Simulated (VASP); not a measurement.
A VASP 6.6.1 single-point calculation on BaZrO₃

INCAR

```
IBRION = -1
ISIF = 2
PREC = Accurate
NSW = 0
ENCUT = 520
GGA = PE
NBANDS = 28
LCHARG = .FALSE.
ISMEAR = 0
LREAL = Auto
LWAVE = .FALSE.
LASPH = .TRUE.
NELM = 68
SIGMA = 0.005
EDIFF = 1E-7
```

KPOINTS

```
KPOINTS created by Atomic Simulation Environment
0
Gamma
6 6 6
0 0 0
```

POSCAR

```
Ba Zr O
 1.0000000000000000
     4.2053549142000000    0.0000000000000000    0.0000000000000000
     0.0000000000000000    4.2053549142000000    0.0000000000000000
     0.0000000000000000    0.0000000000000000    4.3315155615999998
 Ba  Zr  O
   1   1   3
Cartesian
  0.0000000000000000  0.0000000000000000  0.0000000000000000
  2.1026774571000000  2.1026774571000000  2.1657577807999999
  2.1026774571000000  2.1026774571000000  0.0000000000000000
  2.1026774571000000  0.0000000000000000  2.1657577807999999
  0.0000000000000000  2.1026774571000000  2.1657577807999999
```

The recommended PBE PAW datasets give the neutral cell 40 valence electrons.

Command

```
mpirun -np 1 vasp_std
```

OSZICAR

```
N       E                     dE             d eps       ncg     rms          rms(c)
DAV:   1     0.304356489224E+03    0.30436E+03   -0.21838E+04  2240   0.139E+03
DAV:   2    -0.285870193638E+02   -0.33294E+03   -0.32272E+03  2740   0.346E+02
DAV:   3    -0.488077468905E+02   -0.20221E+02   -0.20138E+02  3468   0.805E+01
DAV:   4    -0.493802711982E+02   -0.57252E+00   -0.57160E+00  3100   0.109E+01
DAV:   5    -0.493921892012E+02   -0.11918E-01   -0.11917E-01  3192   0.126E+00    0.269E+01
DAV:   6    -0.418323097033E+02    0.75599E+01   -0.39799E+01  2644   0.378E+01    0.118E+01
DAV:   7    -0.417178021924E+02    0.11451E+00   -0.29281E+00  3180   0.930E+00    0.717E+00
DAV:   8    -0.416992745679E+02    0.18528E-01   -0.36976E-01  2716   0.441E+00    0.707E-01
DAV:   9    -0.416960777835E+02    0.31968E-02   -0.56605E-02  3164   0.133E+00    0.532E-01
DAV:  10    -0.416979363086E+02   -0.18585E-02   -0.15195E-02  3112   0.989E-01    0.247E-01
DAV:  11    -0.416975993772E+02    0.33693E-03   -0.17638E-03  2752   0.335E-01    0.402E-02
DAV:  12    -0.416976442754E+02   -0.44898E-04   -0.13176E-04  2796   0.760E-02    0.223E-02
DAV:  13    -0.416976603424E+02   -0.16067E-04   -0.28238E-05  2612   0.340E-02    0.531E-03
DAV:  14    -0.416976606656E+02   -0.32323E-06   -0.52480E-06  3176   0.143E-02    0.852E-03
DAV:  15    -0.416976605771E+02    0.88503E-07   -0.13082E-06  2788   0.823E-03    0.395E-04
DAV:  16    -0.416976606292E+02   -0.52082E-07   -0.50154E-08  1624   0.156E-03
   1 F= -.41697661E+02 E0= -.41697661E+02  d E =-.714173E-86
```

From OUTCAR

```
k-points           NKPTS =     40   k-points in BZ     NKDIM =     40   number of bands    NBANDS=     28

   NELECT =      40.0000    total number of electrons

   dimension x,y,z NGX =    32 NGY =   32 NGZ =   32
   dimension x,y,z NGXF=    64 NGYF=   64 NGZF=   64

  energy-cutoff  :      520.00
  volume of cell :       76.60
      direct lattice vectors                 reciprocal lattice vectors
     4.205354914  0.000000000  0.000000000     0.237792058  0.000000000  0.000000000
     0.000000000  4.205354914  0.000000000     0.000000000  0.237792058  0.000000000
     0.000000000  0.000000000  4.331515562     0.000000000  0.000000000  0.230866076

 k-points in reciprocal lattice and weights: KPOINTS created by Atomic Simulation Env
   0.00000000  0.00000000  0.00000000       0.005
   0.16666667  0.00000000  0.00000000       0.019
   0.33333333  0.00000000  0.00000000       0.019
   0.50000000  0.00000000  0.00000000       0.009
   0.16666667  0.16666667  0.00000000       0.019
   0.33333333  0.16666667  0.00000000       0.037
   0.50000000  0.16666667  0.00000000       0.019
   0.33333333  0.33333333  0.00000000       0.019
   ...

 E-fermi :   3.6083

 k-point     1 :       0.0000    0.0000    0.0000
  band No.  band energies     occupation
      1     -43.7511      2.00000
      2     -21.9286      2.00000
      3     -21.8721      2.00000
      4     -21.8721      2.00000
      5     -21.8442      2.00000
      6     -12.8216      2.00000
      7     -12.5629      2.00000
      8     -12.3874      2.00000
      9      -7.0945      2.00000
     10      -7.0360      2.00000
     11      -7.0360      2.00000
     12       1.9134      2.00000
     13       2.0470      2.00000
     14       2.0470      2.00000
     15       2.5156      2.00000
     16       2.6243      2.00000
     17       2.6243      2.00000
     18       3.2176      2.00000
     19       3.2656      2.00000
     20       3.2656      2.00000
     21       6.5747      0.00000
     22       6.5747      0.00000
     23       6.6951      0.00000
     24       8.0025      0.00000
     25       8.2246      0.00000
     26       9.0442      0.00000
     27      10.4044      0.00000
     28      10.7363      0.00000

 k-point     2 :       0.1667    0.0000    0.0000
  band No.  band energies     occupation
      1     -43.7503      2.00000
      2     -22.0221      2.00000
      3     -21.8705      2.00000
      4     -21.8426      2.00000
      5     -21.8244      2.00000
      6     -12.7924      2.00000
      7     -12.4391      2.00000
      8     -12.3586      2.00000
      9      -7.0782      2.00000
     10      -7.0186      2.00000
     11      -6.9999      2.00000
     12       1.5859      2.00000
     13       1.8340      2.00000
     14       1.9734      2.00000
     15       2.2650      2.00000
     16       2.3601      2.00000
     17       2.4171      2.00000
     18       2.6607      2.00000
     19       3.1292      2.00000
     20       3.1774      2.00000
     21       6.6689      0.00000
     22       7.1761      0.00000
     23       7.2822      0.00000
     24       8.4417      0.00000
     25       8.6560      0.00000
     26       9.5641      0.00000
     27      10.4963      0.00000
     28      11.4664      0.00000

 ...

  Total        0.4818122      0.4818122     -2.2748451      0.0000000      0.0000000      0.0000000
  in kB       10.0772768     10.0772768    -47.5792089      0.0000000      0.0000000      0.0000000
  external PRESSURE =      -9.1415518 kB  Pullay stress =       0.0000000 kB

 POSITION                                       TOTAL-FORCE (eV/Angst)
 -----------------------------------------------------------------------------------
      0.00000      0.00000      0.00000         0.000000      0.000000      0.000000
      2.10268      2.10268      2.16576         0.000000      0.000000      0.000000
      2.10268      2.10268      0.00000         0.000000      0.000000      0.000000
      2.10268      0.00000      2.16576         0.000000      0.000000      0.000000
      0.00000      2.10268      2.16576         0.000000      0.000000      0.000000
 -----------------------------------------------------------------------------------
    total drift:                                0.000000     -0.000000     -0.000000

  FREE ENERGIE OF THE ION-ELECTRON SYSTEM (eV)
  ---------------------------------------------------
  free  energy   TOTEN  =       -41.6976606292 eV

  energy  without entropy=      -41.6976606292  energy(sigma->0) =      -41.69766063
```

It converged. Results: gap between bands v and c on the k mesh 3.03 eV; least direct gap on the k mesh 3.31 eV; pressure -0.9 GPa. Band v is the last that the valence electrons fill when counted band by band, and c is the next.

For comparison, a separate PBE run of the intended cell, on usual settings and not on those above, gives a gap of 3.03 eV on its mesh and a pressure of -0.9 GPa.

The run above took about 1.7 min on one core of a shared host (Intel Xeon Platinum 8488C) and held 0.2 GiB at most.
